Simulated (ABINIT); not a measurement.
# ZrC (P6_3/mmc) in ABINIT: single point with PBEsol

Aim: the single point of ZrC with PBEsol.

All numbers are computed with ABINIT 10.8.3 (patched build); they aren't measurements. Logs are shortened: lines on timing, memory, paths and dates and some standing lists are left out, and cuts for length are marked. The log counts tension as positive stress, the text compression.

### 1 The undisturbed crystal

Symmetry: P6_3/mmc, No. 194, hexagonal system. Conventional cell: a = 3.391 Å, b = 3.391 Å, c = 5.290 Å, α = 90.00°, β = 90.00°, γ = 120.00°. Zr (site symmetry -6m2) is surrounded by 6 C at 2.36 Å. C (site symmetry -3m) has 6 Zr at 2.36 Å and 2 C at 2.65 Å as nearest neighbours.

The cell comes from a database or a generator and needn't be the stable form of this composition.

### 2 Single point, PBEsol (atoms moved at random, drawn with an rms of 0.05 Å)

Contents of run.abi:

```
# Pseudopotentials
pp_dirpath "./"
pseudos "Zr.upf, C.upf"

# Structure
acell 3.3914762718 3.3914762718 5.290053 Angstrom
rprim
     1.0000000000     0.0000000000     0.0000000000
    -0.5000000000     0.8660254038     0.0000000000
     0.0000000000     0.0000000000     1.0000000000
ntypat 2
znucl 40 6
natom 4
typat 1 1 2 2
xcart
     3.1301911809     1.8658799380     7.4553472351
     0.0813329235     3.7824176769     2.5330268420
    -0.0409981255    -0.0475662707     5.0086823280
     0.0415492962    -0.0508298609    -0.0242821090
chkprim 0
chksymtnons 0
tolsym 1.0e-6

# Plane-wave basis
ecut 41.0

# k points
kptopt 1
ngkpt 9 9 5
nshiftk 1
shiftk 0.0 0.0 0.0

# Exchange and correlation
ixc -116133

# Bands and occupations
nband 20
occopt 3
tsmear 0.00183747

# SCF cycle
nstep 100
tolvrs 1.0e-10

# Output
iomode 3
prtwf 0
prteig 0
prtebands 0
enunit 2
prtden 1
prtvha 1
prtvclmb 1
prtpot 1
prtelf 1
```

Potentials or basis: PseudoDojo NC SR PBEsol v0.4.1 standard.

On the command line:

```
$ abinit run.abi > log 2>&1
```

run.abo:

```text
.Version 10.8.3 of ABINIT
 Symmetries : space group P1 (#  1); Bravais aP (primitive triclinic)
================================================================================
 Values of the parameters that define the memory need of the present run
     intxc =       0    ionmov =       0      iscf =       7    lmnmax =       6
     lnmax =       6     mgfft =      60  mpssoang =       3    mqgrid =    3001
     natom =       4  nloc_mem =       1    nspden =       1   nspinor =       1
    nsppol =       1      nsym =       1    n1xccc =    2501    ntypat =       2
    occopt =       3   xclevel =       2
       mpw =        4481          nfft =       96000          nkpt =         203
================================================================================
================================================================================

--------------------------------------------------------------------------------
------------- Echo of variables that govern the present computation ------------
--------------------------------------------------------------------------------
 -outvars: echo values of preprocessed input variables --------
            acell      6.4089613162E+00  6.4089613162E+00  9.9967513615E+00 Bohr
              amu      9.12240000E+01  1.20110000E+01
          chkprim           0
      chksymtnons           0
             ecut      4.10000000E+01 Hartree
           enunit           2
                       outvar_i_n : Printing only first  50 k-points.
              ixc     -116133
                       outvar_i_n : Printing only first  50 k-points.
         kptrlatt        9    0    0      0    9    0      0    0    5
          kptrlen      4.99837568E+01
            natom           4
            nband          20
            ngfft          40      40      60
             nkpt         203
            nstep         100
             nsym           1
           ntypat           2
                       prtocc : prtvol=0, do not print more k-points.
           occopt           3
        prtebands           0
           prteig           0
           prtelf           1
           prtpot           1
         prtvclmb           1
           prtvha           1
            prtwf           0
            rprim      1.0000000000E+00  0.0000000000E+00  0.0000000000E+00
                      -5.0000000000E-01  8.6602540380E-01  0.0000000000E+00
                       0.0000000000E+00  0.0000000000E+00  1.0000000000E+00
          spgroup           1
           tolsym      1.00000000E-06
           tolvrs      1.00000000E-10
           tsmear      1.83747000E-03 Hartree
            typat      1  1  2  2
                       outvars : Printing only first  50 k-points.
           xangst      1.6564258376E+00  9.8738114080E-01  3.9451998535E+00
                       4.3039529583E-02  2.0015692354E+00  1.3404200785E+00
                      -2.1695273690E-02 -2.5170986445E-02  2.6504805428E+00
                       2.1986940663E-02 -2.6898004003E-02 -1.2849538707E-02
            xcart      3.1301911809E+00  1.8658799380E+00  7.4553472351E+00
                       8.1332923500E-02  3.7824176769E+00  2.5330268420E+00
                      -4.0998125500E-02 -4.7566270700E-02  5.0086823280E+00
                       4.1549296200E-02 -5.0829860900E-02 -2.4282109000E-02
             xred      6.5649599955E-01  3.3617499976E-01  7.4577699949E-01
                       3.5342899975E-01  6.8147699952E-01  2.5338499983E-01
                      -1.0681999986E-02 -8.5699999852E-03  5.0103099966E-01
                       1.9039999970E-03 -9.1580000019E-03 -2.4289999943E-03
            znucl       40.00000    6.00000

================================================================================

 chkinp: Checking input parameters for consistency.

================================================================================
== DATASET  1 ==================================================================

--- !DatasetInfo
iteration_state: {dtset: 1, }
dimensions: {natom: 4, nkpt: 203, mband: 20, nsppol: 1, nspinor: 1, nspden: 1, mpw: 4481, }
cutoff_energies: {ecut:  41.0, pawecutdg:  -1.0, }
electrons: {nelect:   3.20000000E+01, charge:   0.00000000E+00, occopt:   3.00000000E+00, tsmear:   1.83747000E-03, }
meta: {optdriver: 0, ionmov: 0, optcell: 0, iscf: 7, paral_kgb: 0, }
...

 Real(R)+Recip(G) space primitive vectors, cartesian coordinates (Bohr,Bohr^-1):
 R(1)=  6.4089613  0.0000000  0.0000000  G(1)=  0.1560315  0.0900848  0.0000000
 R(2)= -3.2044807  5.5503233  0.0000000  G(2)=  0.0000000  0.1801697  0.0000000
 R(3)=  0.0000000  0.0000000  9.9967514  G(3)=  0.0000000  0.0000000  0.1000325
 Unit cell volume ucvol=  3.5560251E+02 bohr^3
 Angles (23,13,12)=  9.00000000E+01  9.00000000E+01  1.20000000E+02 degrees

 getcut: wavevector=  0.0000  0.0000  0.0000  ngfft=  40  40  60
         ecut(hartree)=     41.000   => boxcut(ratio)=   2.08226

--- Pseudopotential description ------------------------------------------------
- pspini: atom type   1  psp file is ./Zr.upf
12 -116133 2 -1 1604                          pspcod,pspxc,lmax,lloc,mmax
     nproj     2     2     2

- pspini: atom type   2  psp file is ./C.upf
12 -116133 1 -1 1248                          pspcod,pspxc,lmax,lloc,mmax
     nproj     2     2     0

   1.48714228E+03                                ecore*ucvol(ha*bohr**3)
--------------------------------------------------------------------------------

================================================================================

--- !BeginCycle
iteration_state: {dtset: 1, }
solver: {iscf: 7, nstep: 100, nline: 4, wfoptalg: 0, }
tolerances: {tolvrs: 1.00E-10, }
...

     iter   Etot(hartree)      deltaE(h)  residm     vres2
 ETOT  1  -112.94019359406    -1.129E+02 9.432E-02 1.787E+03
 ETOT  2  -112.80326003735     1.369E-01 6.169E-02 2.840E+03
 ETOT  3  -113.31046801155    -5.072E-01 8.446E-03 4.350E+00
 ETOT  4  -113.31180891596    -1.341E-03 6.279E-03 8.755E-01
 ETOT  5  -113.31185570442    -4.679E-05 2.627E-03 1.357E+00
 ETOT  6  -113.31198837903    -1.327E-04 4.761E-03 7.437E-02
 ETOT  7  -113.31200150934    -1.313E-05 1.122E-03 5.191E-03
 ETOT  8  -113.31200220558    -6.962E-07 2.573E-03 4.697E-04
 ETOT  9  -113.31200225904    -5.346E-08 7.312E-04 1.014E-05
 ETOT 10  -113.31200226079    -1.751E-09 1.228E-03 1.252E-07
 ETOT 11  -113.31200226080    -9.948E-12 4.424E-04 1.151E-08
 ETOT 12  -113.31200226080    -5.542E-13 5.418E-04 4.225E-10
 ETOT 13  -113.31200226080    -1.137E-13 2.798E-04 5.037E-11

 At SCF step   13       vres2   =  5.04E-11 < tolvrs=  1.00E-10 =>converged.

 Compute ELF
--------------------------------------------------------------------------------

 Compute kinetic energy density

 Compute gradient of the electron density
 Electron Localization Function (ELF) [min:0;max:1]
)     Maximum=    8.7520E-01  at reduced coord.    0.4500    0.5750    0.2667
)     Minimum=    1.2305E-06  at reduced coord.    0.3500    0.6750    0.2500
   Integrated=    1.4040E+02

--------------------------------------------------------------------------------
 End of ELF section

 Cartesian components of stress tensor (hartree/bohr^3)
  sigma(1 1)=  2.63632095E-04  sigma(3 2)= -4.88652711E-06
  sigma(2 2)=  2.57750031E-04  sigma(3 1)= -1.62336140E-05
  sigma(3 3)=  1.87893009E-04  sigma(2 1)=  2.91706261E-06

--- !ResultsGS
iteration_state: {dtset: 1, }
comment   : Summary of ground state results
lattice_vectors:
- [  6.4089613,   0.0000000,   0.0000000, ]
- [ -3.2044807,   5.5503233,   0.0000000, ]
- [  0.0000000,   0.0000000,   9.9967514, ]
lattice_lengths: [   6.40896,    6.40896,    9.99675, ]
lattice_angles: [ 90.000,  90.000, 120.000, ] # degrees, (23, 13, 12)
lattice_volume:   3.5560251E+02
convergence: {deltae: -1.137E-13, res2:  5.037E-11, residm:  2.798E-04, diffor: null, }
etotal    :  -1.13312002E+02
entropy   :   0.00000000E+00
fermie    :   4.17765794E-01
cartesian_stress_tensor: # hartree/bohr^3
- [  2.63632095E-04,   2.91706261E-06,  -1.62336140E-05, ]
- [  2.91706261E-06,   2.57750031E-04,  -4.88652711E-06, ]
- [ -1.62336140E-05,  -4.88652711E-06,   1.87893009E-04, ]
pressure_GPa:  -6.9559E+00
xred      :
- [  6.5650E-01,   3.3617E-01,   7.4578E-01, Zr]
- [  3.5343E-01,   6.8148E-01,   2.5338E-01, Zr]
- [ -1.0682E-02,  -8.5700E-03,   5.0103E-01,  C]
- [  1.9040E-03,  -9.1580E-03,  -2.4290E-03,  C]
cartesian_forces: # hartree/bohr
- [  9.77524171E-03,  -9.59817923E-03,   1.13800684E-02, ]
- [ -1.20194328E-02,  -1.80246687E-02,  -1.18845931E-02, ]
- [  4.71222788E-03,   1.44889565E-02,  -1.59969945E-03, ]
- [ -2.46803679E-03,   1.31338914E-02,   2.10422418E-03, ]
force_length_stats: {min:   1.35284171E-02, max:   2.47103015E-02, mean:   1.78420426E-02, }
...

 Integrated electronic density in atomic spheres:
 ------------------------------------------------
 Atom  Sphere_radius  Integrated_density
    1        2.00000          8.38966119
    2        2.00000          8.38687947
    3        2.00000          3.77041414
    4        2.00000          3.72942094
================================================================================

 ----iterations are completed or convergence reached----

 Mean square residual over all n,k,spin=   88.410E-08; max=  27.984E-05
 reduced coordinates (array xred) for    4 atoms
       0.656495999549      0.336174999757      0.745776999495
       0.353428999747      0.681476999520      0.253384999826
      -0.010681999986     -0.008569999985      0.501030999658
       0.001903999997     -0.009158000002     -0.002428999994
 rms dE/dt=  7.1014E-02; max dE/dt=  1.1881E-01; dE/dt below (all hartree)
    1      -0.062649146637      0.084597576220     -0.113763724284
    2       0.077032079221      0.061526704318      0.118807312297
    3      -0.030200486853     -0.065318144789      0.015991787464
    4       0.015817551668     -0.080806114519     -0.021035416097

 cartesian coordinates (angstrom) at end:
    1      1.65642583757809     0.98738114080085     3.94519985350714
    2      0.04303952958312     2.00156923537426     1.34042007848264
    3     -0.02169527368962    -0.02517098644501     2.65048054283207
    4      0.02198694066318    -0.02689800400340    -0.01284953870675

 cartesian forces (hartree/bohr) at end:
    1      0.00977524171166    -0.00959817922777     0.01138006838568
    2     -0.01201943280206    -0.01802466871320    -0.01188459311978
    3      0.00471222788105     0.01448895653103    -0.00159969944643
    4     -0.00246803679065     0.01313389140994     0.00210422418053
 frms,max,avg= 1.0588899E-02 1.8024669E-02   1.014E-10 -8.977E-10  1.016E-09 h/b

 cartesian forces (eV/Angstrom) at end:
    1      0.50266313923509    -0.49355822023521     0.58518664481062
    2     -0.61806408499371    -0.92686573143696    -0.61113034974858
    3      0.24231250022737     0.74505210090556    -0.08225985293180
    4     -0.12691155446875     0.67537185076661     0.10820355786975
 frms,max,avg= 5.4450308E-01 9.2686573E-01   5.216E-09 -4.616E-08  5.224E-08 e/A
 length scales=  6.408961316217  6.408961316217  9.996751361537 bohr
              =  3.391476271800  3.391476271800  5.290053000000 angstroms
 Fermi (or HOMO) energy (hartree) =   0.41777   Average Vxc (hartree)=  -0.45831
 Eigenvalues (hartree) for nkpt= 203  k points:
 kpt#   1, nband= 20, wtk=  0.00247, kpt=  0.0000  0.0000  0.0000 (reduced coord)
  -1.35597   -1.35154   -0.56919   -0.54400   -0.54249   -0.53959   -0.53928   -0.53619
  -0.01549    0.12078    0.20010    0.31163    0.31606    0.36816    0.38634    0.44705
   0.46255    0.46365    0.47319    0.48394
      occupation numbers for kpt#   1
   2.00000    2.00000    2.00000    2.00000    2.00000    2.00000    2.00000    2.00000
   2.00000    2.00000    2.00000    2.00000    2.00000    2.00000    2.00000    0.00000
   0.00000    0.00000    0.00000    0.00000
 prteigrs : prtvol=0 or 1, do not print more k-points.

 Fermi (or HOMO) energy (eV) =  11.36799   Average Vxc (eV)= -12.47125
 Eigenvalues (   eV  ) for nkpt= 203  k points:
 kpt#   1, nband= 20, wtk=  0.00247, kpt=  0.0000  0.0000  0.0000 (reduced coord)
 -36.89784  -36.77724  -15.48842  -14.80309  -14.76184  -14.68310  -14.67463  -14.59043
  -0.42151    3.28665    5.44500    8.47990    8.60053   10.01814   10.51271   12.16477
  12.58676   12.61656   12.87619   13.16855
 prteigrs : prtvol=0 or 1, do not print more k-points.

--- !EnergyTerms
iteration_state     : {dtset: 1, }
comment             : Components of total free energy in Hartree
kinetic             :  3.66009709608276E+01
hartree             :  1.28549529494157E+01
xc                  : -2.41496837806065E+01
Ewald energy        : -9.37557011992223E+01
psp_core            :  4.18203533453345E+00
local_psp           : -5.92533129039180E+01
non_local_psp       :  1.02089406409263E+01
internal            : -1.13311797998044E+02
'-kT*entropy'       : -2.04262761020303E-04
total_energy        : -1.13312002260805E+02
total_energy_eV     : -3.08337665982423E+03
band_energy         : -7.97235229728288E+00
...

 Cartesian components of stress tensor (hartree/bohr^3)
  sigma(1 1)=  2.63632095E-04  sigma(3 2)= -4.88652711E-06
  sigma(2 2)=  2.57750031E-04  sigma(3 1)= -1.62336140E-05
  sigma(3 3)=  1.87893009E-04  sigma(2 1)=  2.91706261E-06

-Cartesian components of stress tensor (GPa)         [Pressure= -6.9559E+00 GPa]
- sigma(1 1)=  7.75632403E+00  sigma(3 2)= -1.43766591E-01
- sigma(2 2)=  7.58326774E+00  sigma(3 1)= -4.77609412E-01
- sigma(3 3)=  5.52800318E+00  sigma(2 1)=  8.58229451E-02

== END DATASET(S) ==============================================================
================================================================================

 -outvars: echo values of variables after computation  --------
            acell      6.4089613162E+00  6.4089613162E+00  9.9967513615E+00 Bohr
           etotal     -1.1331200226E+02
            fcart      9.7752417117E-03 -9.5981792278E-03  1.1380068386E-02
                      -1.2019432802E-02 -1.8024668713E-02 -1.1884593120E-02
                       4.7122278810E-03  1.4488956531E-02 -1.5996994464E-03
                      -2.4680367906E-03  1.3133891410E-02  2.1042241805E-03
            rprim      1.0000000000E+00  0.0000000000E+00  0.0000000000E+00
                      -5.0000000000E-01  8.6602540380E-01  0.0000000000E+00
                       0.0000000000E+00  0.0000000000E+00  1.0000000000E+00
           strten      2.6363209544E-04  2.5775003141E-04  1.8789300918E-04
                      -4.8865271059E-06 -1.6233613951E-05  2.9170626129E-06
           xangst      1.6564258376E+00  9.8738114080E-01  3.9451998535E+00
                       4.3039529583E-02  2.0015692354E+00  1.3404200785E+00
                      -2.1695273690E-02 -2.5170986445E-02  2.6504805428E+00
                       2.1986940663E-02 -2.6898004003E-02 -1.2849538707E-02
             xred      6.5649599955E-01  3.3617499976E-01  7.4577699949E-01
                       3.5342899975E-01  6.8147699952E-01  2.5338499983E-01
                      -1.0681999986E-02 -8.5699999852E-03  5.0103099966E-01
                       1.9039999970E-03 -9.1580000019E-03 -2.4289999943E-03
 Calculation completed.
```

Run time: 10 min. Hardware: 1 thread of Arm Neoverse V2, shared host; peak memory 0.36 GiB.

Results:

```yaml
Free_energy: -3083.3767 eV
Pressure: -7.0 GPa
Largest_force: 1.271 eV/Å
Band_gap_on_the_k_mesh: none (metal or under the smearing width)
Valence_electrons_inside_the_program's_atomic_spheres: Zr 8.39; C 3.77, 3.73
```

Forces on the atoms (eV/Å):
```
Zr   0.503 -0.494  0.585
Zr  -0.618 -0.927 -0.611
C    0.242  0.745 -0.082
C   -0.127  0.675  0.108
```

Stress tensor (GPa, compression positive):
```
-7.76 -0.09  0.48
-0.09 -7.58  0.14
 0.48  0.14 -5.53
```

Levels at points of the mesh, in eV from the Fermi level:
```
           k point  band 12  band 13  band 14  band 15  band 16  band 17  band 18  band 19  band 20
(0.00, 0.00, 0.00)    -2.89    -2.77    -1.35    -0.86     0.80     1.22     1.25     1.51     1.80
```
